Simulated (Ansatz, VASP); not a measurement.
# One calculation of GePt, two programs

```
CELL_PARAMETERS angstrom
0.00000 2.60615 2.60615
2.60615 0.00000 2.60615
2.60615 2.60615 0.00000
ATOMIC_POSITIONS crystal
Ge 0.50000 0.50000 0.50000
Pt 0.00000 0.00000 0.00000
```

Change from the starting cell: species swapped into the SmAs type (Fm-3m, No. 225).

Alike in both runs: functional PBE; k mesh 18 × 18 × 18; occupations gaussian, width 0.1 eV; no spin polarisation.

Ansatz relaxed the structure, and its values are those at the end. VASP's run is a single point on that final structure, the one shown.

|  | VASP | Ansatz |
| --- | --- | --- |
| version | VASP 6.6.1 | Ansatz 0.2.0 |
| potentials or method | VASP PAW PBE potentials, release 64 (Ge_d, Pt) | scalar-relativistic, plane waves, PAW |
| plane-wave cutoff (eV) | 520 | 420 |
| valence electrons in the cell | 24 | 32 |

```csv
,VASP,Ansatz,Ansatz less VASP
gap on the k mesh at the Fermi level (eV),none,none,-
pressure (GPa),0.0,0.0,-0.04
```

A gap of «none» marks a metal or a gap that the smearing closes. The two sets of potentials don't hold the same shells in valence.

The runs have no spin-orbit coupling, so splittings on Pt are missing.
